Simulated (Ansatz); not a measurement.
Crystal: BaTiO3.

```
Ba Ti O
1.0
     2.82737    1.63238    2.31839
    -2.82737    1.63238    2.31839
     0.00000   -3.26476    2.31839
Ba Ti O
1 1 3
Direct
  0.00000 0.00000 0.00000
  0.48450 0.48450 0.48450
  0.50860 0.01750 0.50860
  0.01750 0.50860 0.50860
  0.50860 0.50860 0.01750
```

- Program: Ansatz 0.2.0
- Task: relaxation of cell and atoms
- Functional: PBE
- Potentials or basis: Ansatz PAW
- Cutoff: 420 eV (not typed: the program's choice for these potentials)
- k mesh: 7 × 7 × 7
- Occupations: fermi-dirac, width 0.05 eV
- Spin: no spin polarisation

At the start: volume 12.84 Å³/atom.

**Question.** How do energy, volume and symmetry change on relaxing?

**Answer.** It ends after 10 steps and the volume is 13.38 Å³/atom (+4.2 %); space group R3m (No. 160, to 0.05 Å).

Step by step:
| step | energy change (eV) | largest force (eV/Å) | volume (Å³) |
| --- | --- | --- | --- |
| 1 | 0.0000 | 0.1382 | 64.20 |
| 2 | -0.0125 | 0.4963 | 66.48 |
| 3 | -0.0263 | 0.1969 | 66.29 |
| 4 | -0.0271 | 0.1698 | 66.29 |
| 5 | -0.0286 | 0.0680 | 66.45 |
| 6 | -0.0290 | 0.0077 | 66.72 |
| 7 | -0.0395 | 0.0077 | 66.72 |
| 8 | -0.0390 | 0.0034 | 66.93 |
| 9 | -0.0390 | 0.0022 | 66.92 |
| 10 | -0.0397 | 0.0023 | 66.92 |

Final structure:
```yaml
crystal:
  lattice:
    - [2.86328, 1.65312, 2.35633]
    - [-2.86328, 1.65312, 2.35633]
    - [0.00000, -3.30623, 2.35633]
  atoms:
    - { symbol: Ba, position: [0.99457, 0.99457, 0.99457] }
    - { symbol: Ti, position: [0.48034, 0.48034, 0.48034] }
    - { symbol: O, position: [0.51120, 0.02188, 0.51120] }
    - { symbol: O, position: [0.02188, 0.51120, 0.51120] }
    - { symbol: O, position: [0.51120, 0.51120, 0.02188] }
```

Caveat: the plane-wave basis is chosen anew once the cell has moved, so the energies of steps on either side of that aren't comparable; the pressure holds a Pulay correction of +0.5 GPa for the finite cutoff.
